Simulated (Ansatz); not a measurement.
# SiO2 (I-42d): phonons and vibrational spectra

Wanted: vibrations and spectra of SiO2 (I-42d); the cell is already relaxed.

Program: Ansatz 0.2.0. Level of theory: DFT LDA, scalar-relativistic, plane waves, PseudoDojo norm-conserving pseudopotentials. Results are calculated unless marked as measured.

### Step 1. The structure

The structure is tetragonal, space group I-42d (No. 122). Conventional cell: a = 4.929 Å, b = 4.929 Å, c = 7.271 Å, α = 90.00°, β = 90.00°, γ = 90.00°. Nearest to Si lie 4 O at 1.60 Å. Nearest to O lie 2 Si at 1.60 Å. Farther neighbours and most contacts between anions are not listed.

### Step 2. Linear response at the zone centre

The cell comes from relaxations at this level that are not shown. The zone centre is the only wavevector solved here; it holds the modes that light can see, as far as symmetry allows. The response to a homogeneous field gives the Born charges and the dielectric tensor.

File input.yaml:

```yaml
crystal:
  lattice:
    - [-2.4645317419, 2.4645317419, 3.6353051394]
    - [2.4645317419, -2.4645317419, 3.6353051394]
    - [2.4645317419, 2.4645317419, -3.6353051394]
  atoms:
    - { symbol: Si, position: [0.0, 0.0, 0.0] }
    - { symbol: Si, position: [0.75, 0.25, 0.5] }
    - { symbol: O, position: [0.9709627266, 0.625, 0.8459627266] }
    - { symbol: O, position: [0.375, 0.2209627266, 0.3459627266] }
    - { symbol: O, position: [0.7790372734, 0.125, 0.1540372734] }
    - { symbol: O, position: [0.875, 0.0290372734, 0.6540372734] }
kpoints:
  mp_grid: { grid: [8, 8, 8] }
hamiltonian:
  xc: lda
  pseudopotentials: { kind: nc, accuracy: standard }
scf:
  occupations: { method: fixed }
output:
  eigenvalues: true
phonons:
  method: dfpt
  dielectric: true
  rigid_motions: translations
```

Started as:

```
$ ansatz run input.yaml --threads 4 --pin off --max-ram 7168MiB --backend cpu --events-out ev --progress --plain --runs-dir out
```

The program printed:

```text
Engine: ansatz 0.2.0, aarch64-unknown-linux-gnu
Pseudopotentials: kind: nc
Pseudopotential: Si, nc, valence charge 4, recommended cutoff 435.38218 eV (normal), Si.nc.azcp (PseudoDojo's, or run here from an input of PseudoDojo's; its table is named by hamiltonian.pseudopotentials.accuracy)
Pseudopotential: O, nc, valence charge 6, recommended cutoff 1142.878222 eV (normal), O.nc.azcp (PseudoDojo's, or run here from an input of PseudoDojo's; its table is named by hamiltonian.pseudopotentials.accuracy)
Functional definition: SPW92
  exchange = slater_x
  correlation = pw_c
Crystal: 6 atoms, lattice volume = 88.322 Å³
Basis set: ecut = 1142.878222 eV, 7721 PW (Γ), exchange–correlation on 120×120×120 points (8 copies of the dense FFT grid, shifted against one another)
Bands: 22, of which v1, the nominal top of the filled ones, is band 16 counted from 1 (15 counted from 0)
Symmetry: 8 space group operations
k-points: 260 of 512 (irreducible under 1 space group operation, time reversal used)
Non-local potential: Si, projectors of the file, l = 0: 2, l = 1: 2, l = 2: 2
Non-local potential: O, projectors of the file, l = 0: 2, l = 1: 2, l = 2: 1
Initial density: superposition of atomic densities (chi_scale 0.1, normalization cell, long waves kept (reshape's long-wave potential 0.00 eV rms))
Initial wavefunctions: pseudopotential atomic-orbital guess
Functional: x = slater, c = lda
SCF iter   1: F=—  HF=-2041.403246 eV  |F-HF|=—  |Δ(HF+E_count)|=         —  Δρ=1.26e-1  dr2=1.23e1  ethr=3.10e-3  ⟨swp⟩=5.1  Hψ=28676  notcnv=0  defer=677
preconditioner: auto → none  [insulator: Δε(μ)=7.675 eV  Ē_g=18.091 eV  n_scr=14 (ndim 8)  ℏωp=22.4 eV  f_vac=0.142  ε∞_Penn≈2.5]
SCF iter   2: F=—  HF=-2037.802825 eV  |F-HF|=—  |Δ(HF+E_count)|=    3.60e0  Δρ=6.06e-2  dr2=1.34e0  ethr=3.10e-3  ⟨swp⟩=4.9  Hψ=18435  notcnv=0  defer=896
SCF iter   3: F=—  HF=-2037.422761 eV  |F-HF|=—  |Δ(HF+E_count)|=   3.80e-1  Δρ=1.89e-2  dr2=1.30e-1  ethr=3.10e-3  ⟨swp⟩=2.4  Hψ=10665  notcnv=0  defer=891
SCF iter   4: F=—  HF=-2037.388252 eV  |F-HF|=—  |Δ(HF+E_count)|=   3.45e-2  Δρ=1.83e-3  dr2=1.03e-3  ethr=4.08e-4  ⟨swp⟩=2.4  Hψ=10416  notcnv=0  defer=1036
SCF iter   5: F=—  HF=-2037.388069 eV  |F-HF|=—  |Δ(HF+E_count)|=   1.84e-4  Δρ=2.04e-4  dr2=1.45e-5  ethr=3.21e-6  ⟨swp⟩=2.1  Hψ=9892  notcnv=0  defer=1040
SCF iter   6: F=—  HF=-2037.388069 eV  |F-HF|=—  |Δ(HF+E_count)|=   8.27e-7  Δρ=3.31e-5  dr2=2.53e-7  ethr=4.52e-8  ⟨swp⟩=2.4  Hψ=9037  notcnv=0  defer=1036
SCF iter   7: F=—  HF=-2037.388031 eV  |F-HF|=—  |Δ(HF+E_count)|=   3.88e-5  Δρ=2.78e-6  dr2=4.47e-9  ethr=7.92e-10  ⟨swp⟩=2.8  Hψ=9933  notcnv=0  defer=984
SCF iter   8: F=-2037.388031 eV  HF=-2037.388031 eV  |F-HF|=3.68e-11  |Δ(HF+E_count)|=   1.21e-9  Δρ=4.02e-7  dr2=6.94e-11  ethr=1.00e-12  ⟨swp⟩=16.3  Hψ=52952  notcnv=0
SCF 1 converged in 8 iterations: F = -2037.388031 eV  dr2 = 6.94e-11
NSCF: frozen V_eff on 3 k-points
DFPT response loops at Γ: preconditioner auto → none (the input reference at scf.mixing.eps_inf says where Resta's filter doesn't serve); β = 0.50; Broyden in place of MSR1
the run's response loops start from zero, take more passes and end by a threshold: the memory limit or budget leaves too little room for the subspace of the ground state's own states beside the solves, or none could be made (phonons.method)
SCF converged after 8 iterations
Free energy (F): -2037.388031 eV
Harris-Foulkes:  -2037.388031 eV  (|F-HF|=3.68e-11)
Internal energy: -2037.388031 eV  (E = F + TS)
E sigma→0 (E₀):  -2037.388031 eV
Fermi energy:    0.559990 eV
--- Per-component energies (eV) ---
  E_band       = -195.586062
  E_kinetic    = 1335.475869
  E_local      = -2357.038442  (includes V_loc(G=0)·N_el)
  E_nonlocal   = -278.810528
  E_hartree    = 856.743323
  E_xc         = -543.930591
  E_vxc        = -608.699959  (∫ρ·V_xc dr)
  E_ewald      = -1049.827663
  E_smearing   = -0.000000  (= −TS)
  E_closure    = -0.000000  (closes the sum)
  Σ components = -2037.388031   (vs F -2037.388031, Δ=0.00e0)
--- Band table (eV; the first three rows and the last of 260) ---
  k-point 0: bands = [... 12 lower, -1.0602, -0.1055, 0.5600, 0.5600, 6.3878, 9.2506, 11.1237, 11.1237, ... 2 higher]
  k-point 1: bands = [... 12 lower, -1.1164, -0.0909, 0.5111, 0.5115, 6.7172, 9.4570, 10.6331, 10.9656, ... 2 higher]
  k-point 2: bands = [... 12 lower, -1.0901, -0.0935, 0.3845, 0.3960, 7.5702, 9.9329, 10.3177, 10.6653, ... 2 higher]
  k-point 259: bands = [... 12 lower, -0.9464, -0.9464, 0.2190, 0.2190, 9.3307, 9.3307, 10.7348, 10.7348, ... 2 higher]
--- Phonons (Γ-DFPT): 5 representative perturbations + reference, on 260 of 512 k-points (Σ response iterations 36) ---
  k mesh reduced under 1 symmetry operation, with k and −k counted as one. Each operation leaves every solved perturbation unchanged. A smaller set is not considered because the run solves the response to a homogeneous field
  ASR residual: 1.702e-4 → 0.000e0 eV/Å²; symmetrization residual: 1.065e-5 eV/Å²
  ASR residual per site (eV/Å²): 1.53e-5 1.53e-5 1.70e-4 1.70e-4 1.70e-4 1.70e-4
  Γ frequencies (cm⁻¹): 0.00 0.00 0.00 134.40 134.40 324.37 362.34 417.60 432.35 452.07 452.07 767.20 781.29 781.29 1087.58 1097.37 1097.37 1126.73
  ε∞ (high-frequency dielectric tensor):
        2.213954    -0.000000     0.000000
        0.000000     2.213954    -0.000000
        0.000000     0.000000     2.222912
  ε⁰ (static dielectric tensor: ions relaxed, cell fixed):
        3.816819     0.000000    -0.000000
        0.000000     3.816819    -0.000000
       -0.000000    -0.000000     4.030677
  ε⁰ − ε∞ (ionic part):
        1.602865     0.000000    -0.000000
        0.000000     1.602865    -0.000000
       -0.000000    -0.000000     1.807765
  softest optical mode at Γ: 134.40 cm⁻¹; the repairs (sum rule, projections) moved no ω² at Γ by more than (2.83 cm⁻¹)²
  Born effective charges Z* (e; rows j = field, columns β = displacement):
    site 0:
         3.30024   -0.35793    0.00000
         0.35793    3.30024    0.00000
        -0.00000    0.00000    3.36700
    site 1:
         3.30024    0.35793   -0.00000
        -0.35793    3.30024   -0.00000
         0.00000    0.00000    3.36700
    site 2:
        -2.21941    0.00000   -0.89302
        -0.00000   -1.08083   -0.00000
        -0.87446    0.00000   -1.68350
    site 3:
        -1.08083    0.00000    0.00000
        -0.00000   -2.21941   -0.89302
         0.00000   -0.87446   -1.68350
    site 4:
        -2.21941    0.00000    0.89302
         0.00000   -1.08083   -0.00000
         0.87446    0.00000   -1.68350
    site 5:
        -1.08083    0.00000    0.00000
        -0.00000   -2.21941    0.89302
         0.00000    0.87446   -1.68350
  Z* charge neutrality: 8.899e-5 e pre-enforcement
  k-mesh period / interband length: 40.3 Å / 1.00 Å = 40.41 at k = (0.0000, 0.0000, 0.0000), direct gap 5.828 eV — 14 or more, which is no proof of convergence
  optical modes at Γ without the LO–TO term, one row a degenerate level:
      ω (cm⁻¹)  modes    IR ((D/Å)²/amu)
        134.40      2             0.1505
        324.37      1             0.0000
        362.34      1             0.0000
        417.60      1             0.0000
        432.35      1             9.2275
        452.07      2            13.8956
        767.20      1             0.0000
        781.29      2             6.2047
       1087.58      1            30.1561
       1097.37      2            55.7086
       1126.73      1             0.0000
  optical modes at Γ + LO–TO along q̂ = [1.0000, 0.0000, 0.0000]:
      ω (cm⁻¹)  modes    IR ((D/Å)²/amu)
        134.40      1             0.0753
        136.16      1             0.0254
[...]
optical modes at Γ + LO–TO along q̂ = [0.0000, 1.0000, 0.0000]:
      ω (cm⁻¹)  modes    IR ((D/Å)²/amu)
[...]
1240.75      1            32.9141
  optical modes at Γ + LO–TO along q̂ = [0.0000, 0.0000, 1.0000]:
      ω (cm⁻¹)  modes    IR ((D/Å)²/amu)
        134.40      2             0.1505
        324.37      1             0.0000
        362.34      1             0.0000
        417.60      1             0.0000
        452.07      2            13.8956
        510.77      1             4.9198
        767.20      1             0.0000
        781.29      2             6.2047
       1097.37      2            55.7086
       1126.73      1             0.0000
       1239.64      1            34.4638
```

The job ended after 25 min (4 threads of Arm Neoverse N1, shared host; peak memory 6.8 GiB; 1.6 h of CPU time).

In the SCF lines HF is the Harris–Foulkes energy and dr2 the Hartree energy of the density residual, in eV; the loop may stop once dr2 is under the threshold and the program's other checks hold. Hψ counts applications of the Hamiltonian.

This step gave:

| Item | Value |
| --- | --- |
| gap on the k-mesh | 5.828 eV |
| volume per atom | 14.72 Å³ |
| sum-rule residual before enforcement | 1.70e-4 eV/Å² |
| miss of the charge sum rule | 8.90e-5 e |
| point group | -42m |
| highest optical mode at the zone centre (no LO-TO term) | 1127 cm⁻¹ |
| lowest optical zone-centre mode | 134.4 cm⁻¹ |
| mean high-frequency dielectric constant | 2.217 |
| largest Born charge (third of the trace) | 3.322 e |
| mean static dielectric constant | 3.888 |
| top of the zone-centre spectrum with the field | 1241 cm⁻¹ |

Without the LO-TO term. Patterns of degenerate modes are one choice out of their space. Modes at Γ, with each element's share of the kinetic energy:

```
mode  frequency (cm⁻¹)  symmetry  Si %  O %
   1               0.0  acoustic    47   53
   2               0.0  acoustic    47   53
   3               0.0  acoustic    47   53
   4             134.4         E     2   98
   5             134.4         E     2   98
   6             324.4        A1     0  100
   7             362.3        A2     0  100
   8             417.6        B1    10   90
   9             432.4        B2    30   70
  10             452.1         E    42   58
  11             452.1         E    42   58
  12             767.2        B1    90   10
  13             781.3         E    86   14
  14             781.3         E    86   14
  15            1087.6        B2    23   77
  16            1097.4         E    24   76
  17            1097.4         E    24   76
  18            1126.7        A2     0  100
```

Displacements in mode 4 (134.4 cm⁻¹), the largest set to 1:
```
Si1  0.07 -0.14  0.00
Si2 -0.15  0.00  0.00
O3   0.44 -0.60 -0.62
O4  -0.37  0.71 -1.00
O5   0.44 -0.60  0.62
O6  -0.37  0.71  1.00
```

Displacements in mode 14 (781.3 cm⁻¹), the largest set to 1:
```
Si1  0.02  1.00  0.00
Si2  0.62 -0.78  0.00
O3  -0.07 -0.17  0.03
O4  -0.49 -0.02  0.01
O5  -0.07 -0.17 -0.03
O6  -0.49 -0.02 -0.01
```

Optical modes at the zone centre, without and with the macroscopic field of the longitudinal modes; each column is sorted by frequency, so a row need not hold one and the same mode. Modes with and without the field, by row:

```
rank among optical modes  no field (cm⁻¹)  q along (1, 0, 0) (cm⁻¹)  q along (0, 0, 1) (cm⁻¹)
                       1            134.4                     134.4                     134.4
                       2            134.4                     136.2                     134.4
                       3            324.4                     324.4                     324.4
                       4            362.3                     362.3                     362.3
                       5            417.6                     417.6                     417.6
                       6            432.4                     432.4                     452.1
                       7            452.1                     452.1                     452.1
                       8            452.1                     507.9                     510.8
                       9            767.2                     767.2                     767.2
                      10            781.3                     781.3                     781.3
                      11            781.3                     797.1                     781.3
                      12             1088                      1088                      1097
                      13             1097                      1097                      1097
                      14             1097                      1127                      1127
                      15             1127                      1241                      1240
```

Born charge (rows field, columns displacement) (e), principal values of the symmetric part by kind of site:

```
atom  atoms with these values    low  middle   high   mean
 Si1                        2   3.30    3.30   3.37   3.32
  O3                        4  -2.87   -1.08  -1.03  -1.66
```

In full for Si1:

```
 3.30 -0.36  0.00
 0.36  3.30  0.00
 0.00  0.00  3.37
```

High-frequency dielectric tensor:

```
2.21 0.00 0.00
0.00 2.21 0.00
0.00 0.00 2.22
```

Static dielectric tensor (ions relaxed, fixed cell):

```
3.82 0.00 0.00
0.00 3.82 0.00
0.00 0.00 4.03
```

Transverse modes. Infrared lines, with heights relative to the strongest:

```
position (cm⁻¹)  label  relative intensity
            134      E                 0.3
            324     A1                 0.0
            362     A2                 0.0
            418     B1                 0.0
            432     B2                  17
            452      E                  25
            767     B1                 0.0
            781      E                  11
           1088     B2                  54
           1097      E                 100
           1127     A2                 0.0
```

Before it was imposed, the acoustic sum rule was missed by 1.7e-4 eV/Å² and the charge sum rule by 8.9e-5 e. Small misses are needed for a sound result but don't prove that mesh and cutoff are converged. The lowest optical mode is real, 134 cm⁻¹.

### Step 3. Isotope substitution, element O, natural mass 15.999 amu

An isotope changes the mass and not the force constants, so no new electronic calculation is needed; the shifts show which modes move this element.

The same force constants with the mass of O changed from 15.999 to 17.999 u (phonopy, no LO-TO term). Both lists are sorted by frequency; levels can cross, so a row need not hold one and the same mode. Modes under 3 cm⁻¹ are left out. Isotope shifts, by row:

```
    q  rank  natural mass (cm⁻¹)  changed mass (cm⁻¹)
0 0 0     4                134.4                126.8
0 0 0     5                134.4                126.8
0 0 0     6                324.4                305.8
0 0 0     7                362.3                341.6
0 0 0     8                417.6                395.9
0 0 0     9                432.4                414.9
0 0 0    10                452.1                436.6
0 0 0    11                452.1                436.6
0 0 0    12                767.2                  763
0 0 0    13                781.3                775.5
0 0 0    14                781.3                775.5
0 0 0    15                 1088                 1040
0 0 0    16                 1097                 1050
0 0 0    17                 1097                 1050
0 0 0    18                 1127                 1062
```

A mode of this element alone would shift by -5.72 %. The highest zone-centre frequency without the field goes from 1126.7 to 1062.3 cm⁻¹ (-5.7 %). The product of the frequency ratios over all optical modes at Γ is 0.543; the product rule, (m/m′)^(3k/2) (M′/M)^(3/2) with k = 4 such atoms and M the mass of the cell, gives 0.543.

### Step 4. Isotope substitution, element Si, natural mass 28.085 amu

The same for Si, from 28.09 to 29.97 u.

The same force constants with the mass of Si changed from 28.085 to 29.974 u (phonopy, no LO-TO term). Both lists are sorted by frequency; levels can cross, so a row need not hold one and the same mode. Modes under 3 cm⁻¹ are left out. Isotope shifts, by row:

```
    q  rank  natural mass (cm⁻¹)  changed mass (cm⁻¹)
0 0 0     4                134.4                134.3
0 0 0     5                134.4                134.3
0 0 0     6                324.4                324.4
0 0 0     7                362.3                362.3
0 0 0     8                417.6                416.1
0 0 0     9                432.4                428.2
0 0 0    10                452.1                445.9
0 0 0    11                452.1                445.9
0 0 0    12                767.2                745.3
0 0 0    13                781.3                759.8
0 0 0    14                781.3                759.8
0 0 0    15                 1088                 1080
0 0 0    16                 1097                 1089
0 0 0    17                 1097                 1089
0 0 0    18                 1127                 1127
```

A mode of this element alone would shift by -3.20 %. The highest zone-centre frequency without the field goes from 1126.7 to 1126.7 cm⁻¹ (+0.0 %). The product of the frequency ratios over all optical modes at Γ is 0.862; the product rule, (m/m′)^(3k/2) (M′/M)^(3/2) with k = 2 such atoms and M the mass of the cell, gives 0.862.

### Step 5. Outcome

```json
{
 "space group (within 0.01 Å)": "I-42d",
 "volume per atom": "14.7 Å³",
 "gap on the k-mesh": "5.83 eV",
 "highest optical mode at the zone centre (no LO-TO term)": "1127 cm⁻¹",
 "top of the zone-centre spectrum with the field": "1241 cm⁻¹",
 "lowest optical zone-centre mode": "134 cm⁻¹",
 "mean high-frequency dielectric constant": "2.22",
 "mean static dielectric constant": "3.89",
 "largest Born charge (third of the trace)": "3.32 e",
 "imaginary modes at Γ (the only wavevector solved)": "none"
}
```

The structure is stable against zone-centre distortions, since no mode there is imaginary; other wavevectors were not solved, so zone-boundary instabilities are untested. Without the field, the optical modes at Γ span 134 to 1127 cm⁻¹. No dispersion was computed. The highest mode in this list at Γ, 1126.7 cm⁻¹, is mostly motion of O (100 % of the kinetic energy). With the macroscopic field of the longitudinal modes the top of the zone-centre spectrum lies at 1241 cm⁻¹, against 1127 cm⁻¹ without it. Lattice motion raises the mean dielectric constant from 2.217 to 3.888. The strongest infrared line is at 1097 cm⁻¹. These are harmonic frequencies at zero temperature: anharmonic shifts, linewidths and thermal expansion are left out.

[Logs are printed without paths, hosts, clocks, repeated set-up lines and the standing remarks that a program may print on its own settings, such as how far it seeks lower states.]

[Hosts, paths, dates, database ids (printed as entryN), source tags and the programs' standing remarks are cut or masked in the printed files.]
